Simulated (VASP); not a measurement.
# A vacancy on the Au site in ZnAu, part 4 of 4

Wanted: what a vacancy on the Au site costs in ZnAu and how the lattice relaxes round it. The start is a cell from a database of measured crystal structures.

VASP 6.6.1, plane waves and PAW; the level of theory is named at each step.

So far. Step 5 (Reference Zn): The run ended after 10 ionic steps, 0.006 eV below its first step, once forces and stress met EDIFFG = -0.02. Step 5 (Reference Zn): Energy at zero smearing: -2.20959 eV.

### Step 6. Relaxing the defect

This step: PBE; plane waves and PAW (Au, Zn) (VASP 6.6.1).

System of this step: Zn16Au15. The cell holds 31 atoms: 15 Au and 16 Zn. Its edges and angles: a = 8.997 Å, b = 8.997 Å, c = 8.997 Å, α = 60.0°, β = 60.0°, γ = 60.0°. It derives from ZnAu. Nearest the centre at fractional (0.000, 0.000, 0.000): Zn28 at 2.75 Å, Zn31 at 2.75 Å, Zn17 at 2.75 Å, Zn18 at 2.75 Å, Zn29 at 2.75 Å, Zn19 at 2.75 Å, Zn30 at 2.75 Å, Zn16 at 2.75 Å.

The host is treated as a metal, since its gap is under 0.3 eV or closed. The run keeps 48 symmetry operations, which cuts the number of k-points but bars distortions that break them. The atoms relax at the host's fixed cell.

Input file INCAR:

```
SYSTEM = Zn16Au15
PREC = Normal
ENCUT = 300
EDIFF = 1E-05
NELM = 120
ISMEAR = 1
SIGMA = 0.2
LREAL = Auto
ALGO = Fast
GGA = PE
NBANDS = 208
LASPH = .TRUE.
LORBIT = 11
LWAVE = .FALSE.
LCHARG = .TRUE.
KPAR = 4
IBRION = 2
NSW = 50
ISIF = 2
EDIFFG = -0.03
POTIM = 0.4
MAXMIX = 40
ISYM = 2
```

Input file POSCAR:

```
Zn16Au15
1.0
    0.0000000000      6.3615771062      6.3615771062
    6.3615771062      0.0000000000      6.3615771062
    6.3615771062      6.3615771062      0.0000000000
Au Zn
15 16
Direct
    0.5000000000      0.0000000000      0.0000000000
    0.0000000000      0.5000000000      0.0000000000
    0.0000000000      0.0000000000      0.5000000000
    0.2500000000      0.2500000000      0.2500000000
    0.5000000000      0.5000000000      0.0000000000
    0.5000000000      0.0000000000      0.5000000000
    0.7500000000      0.2500000000      0.2500000000
    0.0000000000      0.5000000000      0.5000000000
    0.2500000000      0.7500000000      0.2500000000
    0.2500000000      0.2500000000      0.7500000000
    0.5000000000      0.5000000000      0.5000000000
    0.7500000000      0.7500000000      0.2500000000
    0.7500000000      0.2500000000      0.7500000000
    0.2500000000      0.7500000000      0.7500000000
    0.7500000000      0.7500000000      0.7500000000
    0.1250000000      0.1250000000      0.1250000000
    0.6250000000      0.1250000000      0.1250000000
    0.1250000000      0.6250000000      0.1250000000
    0.1250000000      0.1250000000      0.6250000000
    0.3750000000      0.3750000000      0.3750000000
    0.6250000000      0.6250000000      0.1250000000
    0.6250000000      0.1250000000      0.6250000000
    0.8750000000      0.3750000000      0.3750000000
    0.1250000000      0.6250000000      0.6250000000
    0.3750000000      0.8750000000      0.3750000000
    0.3750000000      0.3750000000      0.8750000000
    0.6250000000      0.6250000000      0.6250000000
    0.8750000000      0.8750000000      0.3750000000
    0.8750000000      0.3750000000      0.8750000000
    0.3750000000      0.8750000000      0.8750000000
    0.8750000000      0.8750000000      0.8750000000
```

Input file KPOINTS:

```
Automatic mesh
0
Gamma
3 3 3
0 0 0
```

The projector-augmented-wave data sets are Au and Zn (PBE family, release 64).

Started as:

```console
$ mpirun -np 4 vasp_std
```

Output:

```text
[banner, memory and clock lines left out]
running    4 mpi-ranks, on    1 nodes
 distrk:  each k-point on    1 cores,    4 groups
 distr:  one band on    1 cores,    1 groups

 POSCAR found type information on POSCAR AuZn
 POSCAR found :  2 types and      31 ions
 LDA part: xc-table for (Slater+PW92), standard interpolation
 POSCAR, INCAR and KPOINTS ok, starting setup
 FFT: planning ... GRIDC
 FFT: planning ... GRID_SOFT
 FFT: planning ... GRID
 WAVECAR not read
 entering main loop
       N       E                     dE             d eps       ncg     rms          rms(c)
DAV:   1     0.307330343370E+04    0.30733E+04   -0.11184E+05  1672   0.158E+03
DAV:   2     0.376019429932E+03   -0.26973E+04   -0.25754E+04  1664   0.441E+02
DAV:   3    -0.543692804975E+02   -0.43039E+03   -0.40120E+03  1712   0.157E+02
DAV:   4    -0.784825476237E+02   -0.24113E+02   -0.23593E+02  1840   0.421E+01
DAV:   5    -0.789056909401E+02   -0.42314E+00   -0.42170E+00  1792   0.478E+00    0.296E+01
RMM:   6    -0.726793370934E+02    0.62264E+01   -0.21263E+01  1664   0.122E+01    0.196E+01
RMM:   7    -0.723809683346E+02    0.29837E+00   -0.17202E+00  1665   0.272E+00    0.981E+00
RMM:   8    -0.722799023459E+02    0.10107E+00   -0.25410E-01  1664   0.130E+00    0.715E-01
RMM:   9    -0.722740874499E+02    0.58149E-02   -0.40394E-02  1667   0.479E-01    0.308E-01
RMM:  10    -0.722750231563E+02   -0.93571E-03   -0.10130E-02  1697   0.195E-01    0.301E-01
RMM:  11    -0.722749048972E+02    0.11826E-03   -0.22965E-03  1665   0.125E-01    0.548E-02
RMM:  12    -0.722749222907E+02   -0.17394E-04   -0.39999E-04  1706   0.569E-02    0.304E-02
RMM:  13    -0.722749231384E+02   -0.84771E-06   -0.10625E-04  1570   0.266E-02    0.183E-02
RMM:  14    -0.722749233310E+02   -0.19254E-06   -0.31709E-05  1093   0.150E-02
   1 F= -.72274923E+02 E0= -.72282604E+02  d E =-.722749E+02
 curvature:   0.00 expect dE= 0.000E+00 dE for cont linesearch  0.000E+00
 trial: gam= 0.00000 g(F)=  0.569E-01 g(S)=  0.000E+00 ort = 0.000E+00 (trialstep = 0.100E+01)
 search vector abs. value=  0.569E-01
 bond charge predicted
       N       E                     dE             d eps       ncg     rms          rms(c)
DAV:   1    -0.723192703161E+02   -0.44347E-01   -0.12401E+01  1736   0.761E+00    0.233E-01
RMM:   2    -0.723266661165E+02   -0.73958E-02   -0.72513E-02  1664   0.807E-01    0.152E-01
RMM:   3    -0.723277765604E+02   -0.11104E-02   -0.12882E-02  1677   0.310E-01    0.116E-01
RMM:   4    -0.723278522180E+02   -0.75658E-04   -0.31513E-03  1665   0.180E-01    0.101E-01
RMM:   5    -0.723278269068E+02    0.25311E-04   -0.95248E-04  1665   0.911E-02    0.619E-02
RMM:   6    -0.723278167686E+02    0.10138E-04   -0.49568E-04  1664   0.646E-02    0.434E-02
RMM:   7    -0.723277997251E+02    0.17043E-04   -0.13505E-04  1643   0.367E-02    0.137E-02
RMM:   8    -0.723278044656E+02   -0.47405E-05   -0.47949E-05  1254   0.159E-02
   2 F= -.72327804E+02 E0= -.72336260E+02  d E =-.528811E-01
[... from here on, the cycles between the ionic steps are left out ...]
   3 F= -.72413498E+02 E0= -.72422293E+02  d E =-.138574E+00
   4 F= -.72410753E+02 E0= -.72418366E+02  d E =-.135829E+00
   5 F= -.72442889E+02 E0= -.72450934E+02  d E =-.167966E+00
   6 F= -.72442953E+02 E0= -.72450928E+02  d E =-.168029E+00
   7 F= -.72442989E+02 E0= -.72451004E+02  d E =-.168065E+00
   8 F= -.72452582E+02 E0= -.72460063E+02  d E =-.959287E-02
   9 F= -.72461648E+02 E0= -.72468672E+02  d E =-.186592E-01
  10 F= -.72453909E+02 E0= -.72461871E+02  d E =-.109201E-01
  11 F= -.72462956E+02 E0= -.72470013E+02  d E =-.199671E-01
 curvature:  -0.55 expect dE=-0.505E-03 dE for cont linesearch -0.207E-05
 trial: gam= 0.12573 g(F)=  0.915E-03 g(S)=  0.000E+00 ort = 0.151E-03 (trialstep = 0.294E+01)
 search vector abs. value=  0.105E-02
 bond charge predicted
       N       E                     dE             d eps       ncg     rms          rms(c)
DAV:   1    -0.724634508853E+02   -0.49873E-03   -0.19598E+00  1664   0.305E+00    0.810E-02
RMM:   2    -0.724649861242E+02   -0.15352E-02   -0.14799E-02  1664   0.338E-01    0.124E-01
RMM:   3    -0.724650835748E+02   -0.97451E-04   -0.23685E-03  1678   0.130E-01    0.137E-01
RMM:   4    -0.724648239074E+02    0.25967E-03   -0.73027E-04  1664   0.921E-02    0.478E-02
RMM:   5    -0.724648265129E+02   -0.26055E-05   -0.21019E-04  1647   0.444E-02    0.373E-02
RMM:   6    -0.724648240197E+02    0.24931E-05   -0.45010E-05  1283   0.192E-02
  12 F= -.72464824E+02 E0= -.72471986E+02  d E =-.186808E-02
 trial-energy change:   -0.001868  1 .order   -0.001969   -0.002748   -0.001189
 step:   5.1873(harm=  5.1873)  dis= 0.00953  next Energy=   -72.465378 (dE=-0.242E-02)
 reached required accuracy - stopping structural energy minimisation
```

Wall time 3.6 min (4 MPI ranks of Intel Xeon 6975P-C (Granite Rapids), shared host); peak memory 1.4 GiB; 14 min of CPU time.

Parts of OUTCAR (step 6):

```text
   k-points           NKPTS =      4   k-points in BZ     NKDIM =      4   number of bands    NBANDS=    208

   NELECT =     357.0000    total number of electrons

 E-fermi :   6.1800

 k-point     1 :       0.0000    0.0000    0.0000
  band No.  band energies     occupation
    ...
    172       4.4482      2.00000
    173       4.4482      2.00000
    174       4.7254      2.00000
    175       4.7254      2.00000
    176       4.7255      2.00000
    177       6.8773     -0.00001
    178       6.8773     -0.00001
    179       7.4553     -0.00000
    180       7.6497     -0.00000
    181       8.3256     -0.00000
    ...

  Total       -5.0369761     -5.0369761     -5.0369761     -0.0000000     -0.0000000     -0.0000000
  in kB      -15.6731429    -15.6731429    -15.6731429     -0.0000000     -0.0000000     -0.0000000
  external PRESSURE =     -15.6731429 kB  Pullay stress =       0.0000000 kB

 POSITION                                       TOTAL-FORCE (eV/Angst)
 -----------------------------------------------------------------------------------
      0.00000      3.18079      3.18079         0.000000      0.000000     -0.000000
      3.18079      6.36158      9.54237         0.000000      0.000000     -0.000000
      3.18079      9.54237      6.36158         0.000000      0.000000     -0.000000
      3.18079      3.18079      3.18079         0.000000      0.000000     -0.000000
      3.18079      3.18079      6.36158         0.000000      0.000000     -0.000000
      3.18079      6.36158      3.18079         0.000000      0.000000     -0.000000
      3.12425      6.36158      6.36158        -0.000248      0.000000     -0.000000
      6.36158      9.54237      9.54237         0.000000      0.000000     -0.000000
      6.36158      3.12425      6.36158         0.000000     -0.000248     -0.000000
      6.36158      6.36158      3.12425         0.000000      0.000000     -0.000248
      6.36158      6.36158      6.36158         0.000000      0.000000     -0.000000
      6.36158      6.36158      9.59890         0.000000      0.000000      0.000248
      6.36158      9.59890      6.36158         0.000000      0.000248     -0.000000
      9.59890      6.36158      6.36158         0.000248      0.000000     -0.000000
      9.54237      9.54237      9.54237         0.000000      0.000000     -0.000000
      1.53261      1.53261      1.53261        -0.010683     -0.010683     -0.010683
      1.53261      4.82897      4.82897        -0.010683      0.010683      0.010683
      4.82897      1.53261      4.82897         0.010683     -0.010683      0.010683
      4.82897      4.82897      1.53261         0.010683      0.010683     -0.010683
      4.77863      4.77863      4.77863        -0.017312     -0.017312     -0.017312
      4.77863      4.77863      7.94452        -0.017312     -0.017312      0.017312
      4.77863      7.94452      4.77863        -0.017312      0.017312     -0.017312
      4.77863      7.94452      7.94452        -0.017312      0.017312      0.017312
      7.94452      4.77863      4.77863         0.017312     -0.017312     -0.017312
[...]
-----------------------------------------------------------------------------------
    total drift:                                0.000000      0.000000      0.000000

  FREE ENERGIE OF THE ION-ELECTRON SYSTEM (eV)
  ---------------------------------------------------
  free  energy   TOTEN  =       -72.4648240197 eV

  energy  without entropy=      -72.4863091983  energy(sigma->0) =      -72.47198575

[... 7 parts as in an earlier step ...]

[... 8 further parts left out ...]
```

Step by step:

| step | energy less that of the first step (eV) | largest force (eV/Å) |
| --- | --- | --- |
| 1 | 0.0000 | 0.3350 |
| 2 | -0.0529 | 0.2755 |
| 3 | -0.1386 | 0.1764 |
| 4 | -0.1358 | 0.2899 |
| 5 | -0.1680 | 0.0900 |
| 6 | -0.1680 | 0.0992 |
| 7 | -0.1681 | 0.0926 |
| 8 | -0.1777 | 0.0654 |
| 9 | -0.1867 | 0.0431 |
| 10 | -0.1790 | 0.1192 |
| 11 | -0.1880 | 0.0424 |
| 12 | -0.1899 | 0.0300 |

The atoms that moved most (Å):

| atom | dx | dy | dz | length |
| --- | --- | --- | --- | --- |
| Zn28 | -0.058 | -0.058 | 0.058 | 0.100 |
| Zn18 | 0.058 | -0.058 | 0.058 | 0.100 |
| Zn30 | 0.058 | -0.058 | -0.058 | 0.100 |
| Zn19 | 0.058 | 0.058 | -0.058 | 0.100 |
| Zn17 | -0.058 | 0.058 | 0.058 | 0.100 |
| Zn29 | -0.058 | 0.058 | -0.058 | 0.100 |
| Zn16 | -0.058 | -0.058 | -0.058 | 0.100 |
| Zn31 | 0.058 | 0.058 | 0.058 | 0.100 |

Final coordinates:

```xyz
31
Lattice="0.0000 6.3616 6.3616 6.3616 0.0000 6.3616 6.3616 6.3616 0.0000" Properties=species:S:1:pos:R:3 pbc="T T T"
Au    0.0000    3.1808    3.1808
Au    3.1808    0.0000    3.1808
Au    3.1808    3.1808    0.0000
Au    3.1808    3.1808    3.1808
Au    3.1808    3.1808    6.3616
Au    3.1808    6.3616    3.1808
Au    3.1243    6.3616    6.3616
Au    6.3616    3.1808    3.1808
Au    6.3616    3.1243    6.3616
Au    6.3616    6.3616    3.1243
Au    6.3616    6.3616    6.3616
Au    6.3616    6.3616    9.5989
Au    6.3616    9.5989    6.3616
Au    9.5989    6.3616    6.3616
Au    9.5424    9.5424    9.5424
Zn    1.5326    1.5326    1.5326
Zn    1.5326    4.8290    4.8290
Zn    4.8290    1.5326    4.8290
Zn    4.8290    4.8290    1.5326
Zn    4.7786    4.7786    4.7786
Zn    4.7786    4.7786    7.9445
Zn    4.7786    7.9445    4.7786
Zn    4.7786    7.9445    7.9445
Zn    7.9445    4.7786    4.7786
Zn    7.9445    4.7786    7.9445
Zn    7.9445    7.9445    4.7786
Zn    7.9445    7.9445    7.9445
Zn    7.8942    7.8942   11.1905
Zn    7.8942   11.1905    7.8942
Zn   11.1905    7.8942    7.8942
Zn   11.1905   11.1905   11.1905
```

Numbers from this step:

| Item | Value |
| --- | --- |
| electronic cycles | 101 |
| electrons | 357 |
| free energy (TOTEN) | -72.4648 eV |
| energy at zero smearing | -72.4720 eV |
| Fermi energy | 6.18 eV |

Valence density in the ac plane at fractional y = 0.000, through the centre, with atoms of Au within 0.45 Å of it. It is the smooth field of the valence electrons, not physical close to the nuclei.

Ten even steps from '0' (0.0 e/Å³) to '9' (4.4 e/Å³), each cell a mean:
```
0000000000147862000000000
0000000000014542000000000
0000000000001221000000000
0000000000000000000000000
0000000000000000000000000
0000000000000000000000000
0000000000000000000000000
0000000000000000000000000
0000000000110000000000111
2100000001233100000000233
6310000001467520000000257
9620000000379841000000158
8741000000148852000000136
5531000000014542000000012
1211000000001221000000000
0000000000000000000000000
0000000000000000000000000
0000000000000000000000000
0000000000000000000000000
0000000000000000000000000
0000000000110000000000000
0000000001233100000000000
0000000001467420000000000
0000000001379841000000000
```
Columns run along a (9.0 Å), rows up along c (9.0 Å). Atoms in or near the plane, at fractional coordinates: Au at (0.50, 0.00), Au at (0.00, 0.50), Au at (0.50, 0.50).

The run ended after 12 ionic steps, 0.190 eV below its first step, once the forces on the free atoms met EDIFFG = -0.03.

The 8 first neighbours (Zn) lie 2.75 Å from the site in the perfect crystal and 2.65 Å on average after the relaxation (-3.6 %).

### Step 7. Formation energies

This step: point defect, PBE; plane waves and PAW (VASP 6.6.1).

Derived from the runs above.

This step gave:

* formation energy of the neutral defect: 0.4675 eV
* host formation enthalpy: -0.2131 eV/atom

Formation energy:

| formation energy (eV) | largest move (Å) |
| --- | --- |
| 0.4675 | 0.1001 |

The formation energy is the energy of the relaxed defect cell less that of the perfect cell, with each removed atom booked to its reference and each added atom taken from it.

References, in eV an atom: Au -3.229 (crystal Fm-3m) and Zn -1.105 (crystal P6_3/mmc). They were run at the supercell's cutoff and functional, without U, and count both elements from their own phases.

### Step 8. What came out

| Property | Result |
| --- | --- |
| formation energy at charge 0 | 0.467 eV |
| host formation enthalpy | -0.213 eV/atom |

What this shows: A vacancy on the Au site costs 0.47 eV, with every exchanged atom at the energy of its element. The 8 first neighbours (Zn) lie 2.75 Å from the site in the perfect crystal and 2.65 Å on average after the relaxation (-3.6 %). With metallic smearing the value can move by tenths of an eV with the k mesh. The supercell of 32 atoms is small, so interactions between images remain.

[Lines on the potential files, build, host, timing and source positions are cut from VASP's logs without a mark.]

[Logs are printed without paths, hosts, clocks, repeated set-up lines and the standing remarks that a program may print on its own settings, such as how far it seeks lower states.]

[Hosts, paths, dates, database ids (printed as entryN), source tags and the programs' standing remarks are cut or masked in the printed files.]

[In band tables of VASP the shares of atoms and orbitals are scaled to a sum of 1 inside the atoms' spheres.]

[Runs that stopped without an error message from VASP are left out.]
